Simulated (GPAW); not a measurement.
A run of GPAW 26.7.0:

run.py

```python
from ase.eos import EquationOfState
from ase.io import Trajectory, read
from ase.units import GPa
from gpaw import GPAW, PW, setup_paths

setup_paths.insert(0, '.')

atoms = read('POSCAR')
atoms.set_initial_magnetic_moments([1.0, 0.0])

traj = Trajectory('eos.traj', 'w')
volumes, energies = [], []
for x in [0.94, 0.96, 0.98, 1.0, 1.02, 1.04, 1.06]:
    a = atoms.copy()
    a.set_cell(atoms.cell * x**(1 / 3), scale_atoms=True)
    calc = GPAW(mode=PW(800),
                xc='GGA_X_B88+GGA_C_P86',
                kpts={'size': (8, 8, 8), 'gamma': True},
                occupations={'name': 'fermi-dirac', 'width': 0.05},
                nbands=22,
                convergence={'density': 1e-05, 'energy': 1e-05},
                maxiter=150,
                txt=f'eos-{x:.2f}.txt')
    a.calc = calc
    energies.append(a.get_potential_energy(force_consistent=True))
    volumes.append(a.get_volume())
    p = -a.get_stress()[:3].mean() / GPa
    calc.write(f'eos-{x:.2f}.gpw')
    traj.write(a)
    print(f'{x:.2f} {volumes[-1]:10.4f} A^3 {energies[-1]:14.6f} eV {p:9.3f} GPa', flush=True)

v0, e0, B = EquationOfState(volumes, energies, eos='birchmurnaghan').fit()
print(f'V0 = {v0:.4f} A^3, E0 = {e0:.6f} eV, B0 = {B / GPa:.2f} GPa')
```

The input POSCAR:

```
NiO
1.0
    0.0000000000      2.0859016414      2.0859016414
    2.0859016414      0.0000000000      2.0859016414
    2.0859016414      2.0859016414      0.0000000000
Ni O
1 1
Direct
    0.0000000000      0.0000000000      0.0000000000
    0.5000000000      0.5000000000      0.5000000000
```

Potentials or basis: PAW data sets generated in the run's folder for this functional, pw.

The run is started by

```console
$ gpaw-setup -f GGA_X_B88+GGA_C_P86 Ni O
$ OMP_NUM_THREADS=1 python run.py
```

Hardware: 1 thread of Arm Neoverse V1 (shared host).

Q: How long does it take, and how much memory?

A: Run time: 8.5 min on 1 thread of Arm Neoverse V1, on a shared host, peak memory 0.3 GiB. Counts: scf iterations 240, plane waves 893, bands 22, k points 29.
